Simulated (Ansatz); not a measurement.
Bi:

```
Bi
1.0
     4.65841    0.00000    0.00000
     0.00000    4.52639    0.00000
    -0.34597    0.00000    6.51195
Bi
4
Direct
  0.25137 0.25000 0.74873
  0.74863 0.75000 0.25127
  0.24989 0.25000 0.24888
  0.75011 0.75000 0.75112
```

```yaml
Program: Ansatz 0.2.0
Task: single point
Functional: PBEsol
Potentials_or_basis: all-electron LAPW, scalar-relativistic
Cutoff: 185 eV (chosen from the basis error)
Basis_error_allowed: 0.001 eV/atom
k_mesh: 6 × 6 × 4
Occupations: fermi-dirac, width 0.05 eV
Spin: no spin polarisation
```

On this cell: pressure -1.3 GPa; largest force under 0.003 eV/Å; band gap on the k mesh none (metal or under the smearing width).

The same run follows on a disturbed copy (atoms moved at random, drawn with an rms of 0.05 Å):

```
Bi
1.0
     4.65841    0.00000    0.00000
     0.00000    4.52639    0.00000
    -0.34597    0.00000    6.51195
Bi
4
Direct
  0.25250 0.24563 0.75367
  0.74862 0.75232 0.24900
  0.26131 0.24256 0.25110
  0.74284 0.73549 0.75244
```

Task: What changes?

Result: The energy (extrapolated to zero smearing) moves by -1.4 meV/atom; pressure -1.2 GPa; largest force 0.131 eV/Å; band gap on the k mesh none (metal or under the smearing width).

Forces on the atoms (eV/Å):
```
Bi  -0.046  0.123 -0.006
Bi   0.001  0.121 -0.006
Bi   0.008 -0.121  0.001
Bi   0.037 -0.123  0.011
```

Stress tensor (GPa, compression positive):
```
-2.01 -0.02  0.30
-0.02 -1.27 -0.01
 0.30 -0.01 -0.46
```

The energy falls, though the first cell shows no forces: that form is unstable against this distortion, unless noise or another electronic state is at work.

Caveats: spin-orbit coupling is left out, which moves the levels of the heavy elements.
